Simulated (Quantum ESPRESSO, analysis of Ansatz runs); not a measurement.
# A hop of O in HfO2 (P2_1/c), charge +2 (Quantum ESPRESSO), part 2 of 3

How high is the barrier when O changes place in HfO2 (P2_1/c)? The case: V_O hop (2.5 Å), charge +2, in a cell of 48 host atoms with 1 O taken out.

Quantum ESPRESSO 7.5; Quantum ESPRESSO plane-wave DFT, PBEsol, GBRV 1.5 PBEsol potentials; nudged elastic band between two relaxed defect structures at fixed charge in a uniform background.

So far: Starting point; Relaxation of the start point, charge +2.

### 3. Relaxation of the end point, charge +2

Level of this step: Quantum ESPRESSO plane-wave DFT, PBEsol, GBRV 1.5 PBEsol potentials; relaxation of all atoms of a defect supercell at fixed charge in a uniform background (Quantum ESPRESSO).

The end point is relaxed in the same cell and settings, so that the two energies compare. Atoms more than 3.2 Å from the middle of the hop start where the first relaxation left them, the nearer ones on or close to their ideal places, with small random displacements.

The input, pw.in:

```
&CONTROL
  calculation = 'relax'
  prefix = 'pwscf'
  outdir = './tmp'
  pseudo_dir = './pseudo'
  tprnfor = .true.
  disk_io = 'low'
  nstep = 70
  forc_conv_thr = 0.0012
  etot_conv_thr = 0.0001
/
&SYSTEM
  ibrav = 0
  nat = 47
  ntyp = 2
  ecutwfc = 36
  ecutrho = 288
  nbnd = 192
  occupations = 'fixed'
  tot_charge = 2
  nosym = .true.
/
&ELECTRONS
  conv_thr = 5d-08
  electron_maxstep = 100
  mixing_beta = 0.5
/
&IONS
  ion_dynamics = 'bfgs'
/
ATOMIC_SPECIES
Hf   178.4900 hf_pbesol_v1.uspp.F.UPF
O     15.9990 o_pbesol_v1.2.uspp.F.UPF
CELL_PARAMETERS angstrom
  -5.9416700219    5.1632183080    5.1583953540
   4.2040263251   -5.1632183080    5.1655566081
   5.9416700219    5.1632183080   -5.1583953540
ATOMIC_POSITIONS crystal
Hf     0.0855205674    0.4869908315    0.8662782538
Hf     0.0761412583    0.9853013086    0.3609584832
Hf     0.5836541467    0.4924623056    0.3683548096
[... 4 atom lines left out ...]
Hf     0.8741576603    0.7579630434    0.8400552492
[... 1 atom line left out ...]
Hf     0.4164431828    0.5062387210    0.6323443143
[... 4 atom lines left out ...]
Hf     0.6246812933    0.2417980898    0.6586159452
[... 1 atom line left out ...]
O      0.3613362259    0.2143974428    0.5929040735
[... 2 atom lines left out ...]
O      0.8617018003    0.7131774127    0.5942883695
[... 1 atom line left out ...]
O      0.3799065256    0.5361054641    0.3986380409
[... 1 atom line left out ...]
O      0.8793613588    0.5348809144    0.8977565900
[... 6 atom lines left out ...]
O      0.6622232354    0.7922759493    0.8000394062
[... 2 atom lines left out ...]
O      0.3400700742    0.7046906285    0.7077438929
[... 3 atom lines left out ...]
O      0.5015288381    0.5446771906    0.8846836920
O      0.9353146712    0.0182035412    0.8597816998
[... 7 atom lines left out ...]
O      0.5260709612    0.9643426941    0.6286253565
K_POINTS gamma
```

Command:

```
OMP_NUM_THREADS=1 mpirun -n 4 pw.x -in pw.in > pw.out
```

What it wrote:

```text
[shortened: banners, details of potentials and solvers, and blank lines are left out]
[banner, memory and clock lines left out]
     gamma-point specific algorithms are used
     one sub-group per band group will be used
     bravais-lattice index     =            0
     lattice parameter (alat)  =      17.7847  a.u.
     unit-cell volume          =    3650.0307 (a.u.)^3
     number of atoms/cell      =           47
     number of atomic types    =            2
     number of electrons       =       376.00
     number of Kohn-Sham states=          192
     kinetic-energy cutoff     =      36.0000  Ry
     charge density cutoff     =     288.0000  Ry
     scf convergence threshold =      5.0E-08
     mixing beta               =       0.5000
     number of iterations used =            8  plain     mixing
     energy convergence thresh.=      1.0E-04
     force convergence thresh. =      1.2E-03
     Exchange-correlation= SLA  PW   PSX  PSC
                           (   1   4  10   8   0   0   0)
     nstep                     =           70
     crystal axes: (cart. coord. in units of alat)
               a(1) = (  -0.631338   0.548623   0.548110 )
               a(2) = (   0.446703  -0.548623   0.548871 )
               a(3) = (   0.631338   0.548623  -0.548110 )
     PseudoPot. # 1 for Hf read from file:
     hf_pbesol_v1.uspp.F.UPF
     Pseudo is Ultrasoft + core correction, Zval = 12.0
[...]
PseudoPot. # 2 for O  read from file:
     o_pbesol_v1.2.uspp.F.UPF
     Pseudo is Ultrasoft + core correction, Zval =  6.0
[...]
atomic species   valence    mass     pseudopotential
     Hf               12.00   178.49000     Hf( 1.00)
     O                 6.00    15.99900     O ( 1.00)
     No symmetry found
     site n.     atom                  positions (alat units)
         1        Hf     tau(   1) = (   0.7104624   0.2550043  -0.1606461  )
         2        Hf     tau(   2) = (   0.6199530  -0.3007560   0.3846924  )
         3        Hf     tau(   3) = (   0.0840577   0.2521178   0.3883063  )
         4        Hf     tau(   4) = (   0.6420794   0.2408225   0.3951935  )
         5        Hf     tau(   5) = (   0.4112222   0.5197930  -0.1107457  )
         6        Hf     tau(   6) = (   0.3181525  -0.0229403   0.4341891  )
         7        Hf     tau(   7) = (  -0.2194709   0.5253179   0.4325748  )
         8        Hf     tau(   8) = (   0.3170542   0.5246206   0.4347161  )
[...]
number of k points=     1
                       cart. coord. in units 2pi/alat
        k(    1) = (   0.0000000   0.0000000   0.0000000), wk =   2.0000000
     Dense  grid:   150556 G-vectors     FFT dimensions: ( 100,  90, 100)
     Smooth grid:    53237 G-vectors     FFT dimensions: (  72,  64,  72)
     Check: negative core charge=   -0.000004
     starting charge     345.9999, renormalised to     376.0000
     Self-consistent Calculation
     iteration #  1     ecut=    36.00 Ry     beta= 0.50
     total energy              =   -3542.50962041 Ry
     estimated scf accuracy    <      15.47913868 Ry
     iteration #  2     ecut=    36.00 Ry     beta= 0.50
     total energy              =   -3544.20585628 Ry
     estimated scf accuracy    <       3.78537182 Ry
     iteration #  3     ecut=    36.00 Ry     beta= 0.50
     total energy              =   -3544.83188306 Ry
     estimated scf accuracy    <       1.16658946 Ry
[...]
estimated scf accuracy    <       0.00003016 Ry
     iteration # 10     ecut=    36.00 Ry     beta= 0.50
     total energy              =   -3545.03960709 Ry
     estimated scf accuracy    <       0.00003298 Ry
[... 135 further cycles ...]
     iteration #  7     ecut=    36.00 Ry     beta= 0.50
     total energy              =   -3545.29946953 Ry
     estimated scf accuracy    <          1.4E-09 Ry
     iteration #  8     ecut=    36.00 Ry     beta= 0.50
     End of self-consistent calculation
          k = 0.0000 0.0000 0.0000 (  6643 PWs)   bands (ev):
   -49.5205 -49.3220 -49.3199 -49.3139 -49.3093 -49.3026 -49.2973 -49.2789
   -49.2613 -49.2370 -49.2267 -49.2248 -49.2163 -49.1618 -49.1568 -49.1397
   -18.5476 -18.5311 -18.4387 -18.4272 -18.3890 -18.3709 -18.3488 -18.3336
   -18.3278 -18.3165 -18.2845 -18.2774 -18.2732 -18.2532 -18.2458 -18.2212
   -18.2056 -18.1905 -18.1871 -18.1722 -18.1564 -18.1310 -18.1208 -18.1111
   -18.0931 -18.0803 -18.0517 -18.0439 -18.0322 -18.0090 -17.9949 -17.9917
   -17.9747 -17.9570 -17.9492 -17.9367 -17.9222 -17.9201 -17.9127 -17.8991
   -17.8906 -17.8770 -17.8666 -17.8605 -17.8490 -17.8408 -17.8182 -17.7908
[...]
highest occupied, lowest unoccupied level (ev):    10.9086   14.0425
!    total energy              =   -3545.29946953 Ry
     estimated scf accuracy    <          1.4E-10 Ry
     The total energy is the sum of the following terms:
     one-electron contribution =    -573.96313504 Ry
     hartree contribution      =     502.74311935 Ry
     xc contribution           =   -1430.01235921 Ry
     ewald contribution        =   -2044.06709462 Ry
     convergence has been achieved in   8 iterations
     Forces acting on atoms (cartesian axes, Ry/au):
     atom    1 type  1   force =     0.00005001   -0.00006406   -0.00013421
     atom    2 type  1   force =     0.00079664   -0.00021172    0.00009249
     atom    3 type  1   force =    -0.00053876    0.00026221   -0.00064608
     atom    4 type  1   force =    -0.00006184    0.00009896   -0.00126250
     atom    5 type  1   force =     0.00021282   -0.00022104    0.00002537
     atom    6 type  1   force =     0.00020591    0.00020783    0.00019235
     atom    7 type  1   force =     0.00005393    0.00008332    0.00047070
     atom    8 type  1   force =    -0.00058258   -0.00012917   -0.00174215
[...]
Total force =     0.006783     Total SCF correction =     0.000032
     Energy error            =      1.0E-04 Ry
     Gradient error          =      1.7E-03 Ry/Bohr
     number of scf cycles    =  17
     number of bfgs steps    =  16
     energy             old  =   -3545.2993676408 Ry
     energy             new  =   -3545.2994695290 Ry
     CASE: energy            _new < energy            _old
     new trust radius        =       0.0068073380 bohr
     new conv_thr            =       0.0000000005 Ry
ATOMIC_POSITIONS (crystal)
Hf               0.0789624715        0.4888013964        0.8620503268
Hf               0.0834508239        0.9949086713        0.3699650406
Hf               0.5785404750        0.4915521258        0.3493257560
Hf               0.5842276875        0.9934037934        0.8726132351
Hf               0.3739215970        0.2576684295        0.8357410267
Hf               0.3701379556        0.7521911360        0.3341100455
Hf               0.8725143316        0.2580186075        0.3419327838
Hf               0.8936497747        0.7803107733        0.8601619789
[...]
Check: negative core charge=   -0.000005
     Self-consistent Calculation
     iteration #  1     ecut=    36.00 Ry     beta= 0.50
     total energy              =   -3545.29952554 Ry
     estimated scf accuracy    <       0.00006394 Ry
     iteration #  2     ecut=    36.00 Ry     beta= 0.50
     total energy              =   -3545.29953279 Ry
     estimated scf accuracy    <       0.00000899 Ry
     iteration #  3     ecut=    36.00 Ry     beta= 0.50
     total energy              =   -3545.29953447 Ry
     estimated scf accuracy    <       0.00000179 Ry
[...]
estimated scf accuracy    <       0.00000004 Ry
     iteration #  6     ecut=    36.00 Ry     beta= 0.50
     total energy              =   -3545.29953473 Ry
     estimated scf accuracy    <          4.0E-09 Ry
     iteration #  7     ecut=    36.00 Ry     beta= 0.50
     total energy              =   -3545.29953473 Ry
     estimated scf accuracy    <          1.8E-09 Ry
     iteration #  8     ecut=    36.00 Ry     beta= 0.50
     End of self-consistent calculation
          k = 0.0000 0.0000 0.0000 (  6643 PWs)   bands (ev):
   -49.5163 -49.3238 -49.3211 -49.3128 -49.3083 -49.3021 -49.2959 -49.2797
   -49.2617 -49.2357 -49.2270 -49.2247 -49.2171 -49.1617 -49.1555 -49.1429
   -18.5457 -18.5302 -18.4382 -18.4262 -18.3885 -18.3706 -18.3485 -18.3336
   -18.3275 -18.3162 -18.2847 -18.2773 -18.2728 -18.2531 -18.2457 -18.2207
   -18.2052 -18.1900 -18.1868 -18.1715 -18.1564 -18.1314 -18.1210 -18.1111
   -18.0925 -18.0803 -18.0513 -18.0438 -18.0328 -18.0091 -17.9950 -17.9910
   -17.9751 -17.9569 -17.9490 -17.9371 -17.9221 -17.9208 -17.9129 -17.8989
   -17.8907 -17.8767 -17.8673 -17.8607 -17.8490 -17.8410 -17.8187 -17.7906
[...]
highest occupied, lowest unoccupied level (ev):    10.9088   14.0405
!    total energy              =   -3545.29953473 Ry
     estimated scf accuracy    <          9.9E-11 Ry
     The total energy is the sum of the following terms:
     one-electron contribution =    -573.90402644 Ry
     hartree contribution      =     502.71501336 Ry
     xc contribution           =   -1430.01266691 Ry
     ewald contribution        =   -2044.09785474 Ry
     convergence has been achieved in   8 iterations
     Forces acting on atoms (cartesian axes, Ry/au):
     atom    1 type  1   force =     0.00027222   -0.00003447   -0.00019700
     atom    2 type  1   force =     0.00044209    0.00017456    0.00026406
     atom    3 type  1   force =    -0.00034646    0.00059892   -0.00061334
     atom    4 type  1   force =    -0.00024615    0.00006074   -0.00042043
     atom    5 type  1   force =    -0.00006921   -0.00034941   -0.00023020
     atom    6 type  1   force =    -0.00014341   -0.00036980    0.00012194
     atom    7 type  1   force =    -0.00006135   -0.00017333    0.00030702
     atom    8 type  1   force =    -0.00018434   -0.00014120   -0.00106828
[...]
Total force =     0.005243     Total SCF correction =     0.000025
     Energy error            =      6.5E-05 Ry
     Gradient error          =      1.2E-03 Ry/Bohr
     bfgs converged in  18 scf cycles and  17 bfgs steps
     (criteria: energy <  1.0E-04 Ry, force <  1.2E-03 Ry/Bohr)
     End of BFGS Geometry Optimization
     Final energy             =   -3545.2995347334 Ry
Begin final coordinates
ATOMIC_POSITIONS (crystal)
Hf               0.0789624715        0.4888013964        0.8620503268
Hf               0.0834508239        0.9949086713        0.3699650406
Hf               0.5785404750        0.4915521258        0.3493257560
Hf               0.5842276875        0.9934037934        0.8726132351
Hf               0.3739215970        0.2576684295        0.8357410267
Hf               0.3701379556        0.7521911360        0.3341100455
Hf               0.8725143316        0.2580186075        0.3419327838
Hf               0.8936497747        0.7803107733        0.8601619789
[...]
End final coordinates
```

It took 7.2 min on 4 MPI ranks of Arm Neoverse V1, shared host; peak memory 1.4 GiB.

Step by step:

```tsv
step	energy less that of the first step (eV)
0	0.0000
1	-1.7888
2	-2.5799
3	-3.0331
4	-3.2531
5	-3.3432
6	-3.4148
7	-3.4498
8	-3.4784
9	-3.4981
10	-3.5114
11	-3.5195
12	-3.5252
13	-3.5294
14	-3.5322
15	-3.5342
16	-3.5356
17	-3.5364
```

The atoms that moved most (Å):

```tsv
atom	dx	dy	dz	length
O39	-0.046	0.240	0.331	0.411
O24	-0.118	-0.284	-0.028	0.309
Hf10	0.161	-0.122	-0.077	0.216
O31	-0.164	0.045	-0.132	0.216
O38	0.103	-0.151	-0.110	0.213
Hf4	-0.153	0.126	-0.075	0.212
O45	-0.033	0.143	0.147	0.207
Hf15	-0.083	0.104	-0.148	0.199
```

Neighbours of O31 at the end:

```tsv
atom	distance (Å)
Hf8	2.011
Hf10	2.045
Hf4	2.240
O34	2.637
O38	2.703
O22	2.804
O47	2.808
O39	2.838
```

Read from the output:

```yaml
highest_filled_level: 10.91 eV
lowest_empty_level: 14.04 eV
r_m_s_move_of_the_farther_half_of_the_atoms: 0.1032 Å
largest_move_from_the_ideal_geometry_of_this_structure_a_common_shift_of_the_far_atoms_taken_out: 0.3121 Å
```

The relaxation gained 3.536 eV and ended with a largest force component of 0.031 eV/Å. The end lies 0.942 eV above the start.

(Continued in part 3 of 3.)

[Logs are printed without paths, hosts, clocks, repeated set-up lines and the standing remarks that a program may print on its own settings, such as how far it seeks lower states.]

[Hosts, paths, dates, database ids (printed as entryN), source tags and the programs' standing remarks are cut or masked in the printed files.]
